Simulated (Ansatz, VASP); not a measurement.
# In in VASP and in Ansatz

File INCAR:

```
ALGO = Fast ; EDIFF = 1E-6
EDIFFG = -0.01 ; ENCUT = 600
GGA = RP ; IBRION = 2
ISIF = 3 ; ISMEAR = -1
LASPH = T ; LCHARG = F
LREAL = F ; LWAVE = F
NELM = 60 ; NSW = 60
PREC = Accurate ; SIGMA = 0.05
```

File KPOINTS:

```
k-points
0
Gamma
  10 10 10
```

POSCAR

```
In
1.0
   -1.8825252400      1.8825252400      1.8825252400
    1.8825252400     -1.8825252400      1.8825252400
    1.8825252400      1.8825252400     -1.8825252400
In
1
Direct
    0.0000000000      0.0000000000      0.0000000000
```

File input.yaml:

```yaml
crystal:
  lattice:
    - [-1.88252524, 1.88252524, 1.88252524]
    - [1.88252524, -1.88252524, 1.88252524]
    - [1.88252524, 1.88252524, -1.88252524]
  atoms:
    - { symbol: In, position: [0.0, 0.0, 0.0] }
hamiltonian:
  xc: rpbe
  pseudopotentials: { kind: paw }
kpoints:
  mp_grid: { grid: [10, 10, 10] }
scf:
  occupations: { method: fermi_dirac, width: 0.05 }
output:
  forces: true
  stress: true
  eigenvalues: true
relax:
  f_tol: 0.01
  max_steps: 40
  cell: { stress_tol: 0.05 }
```

This isn't the form of In at room conditions, which is tetragonal.

Alike in both runs: task relaxation of cell and atoms; functional RPBE; k mesh 10 × 10 × 10; occupations fermi-dirac, width 0.05 eV; no spin polarisation.

|  | VASP | Ansatz |
| --- | --- | --- |
| version | VASP 6.6.1 | Ansatz 0.2.0 |
| potentials or method | VASP PAW PBE potentials, release 64 (In_d) | Ansatz PAW |
| plane-wave cutoff (eV) | 600 | 420 |
| valence electrons in the cell | 13 | 13 |

Ansatz gave:

```
gap on the k mesh at the Fermi level, each at its own relaxed structure (eV) : none
relaxed volume (Å³/atom)                                                     : 29.15
relaxed cell length with the largest relative difference (Å)                 : 3.358
energy change over the relaxation (meV/atom)                                 : -22
```

Estimate VASP's values.

gap on the k mesh at the Fermi level, each at its own relaxed structure (eV): none; relaxed volume (Å³/atom): 29.02; relaxed cell length with the largest relative difference (Å): 3.353; energy change over the relaxation (meV/atom): -22.

A gap of «none» marks a metal or a gap that the smearing closes.

Caveats: the PAW data sets were made with another functional, which shifts forces and pressure a little (VASP); the plane-wave basis is chosen anew once the cell has moved, so the energies of steps on either side of that aren't comparable (Ansatz); the PAW data sets come from PBE, with cores solved anew for the run's functional, which leaves a small shift of forces and pressure (Ansatz).
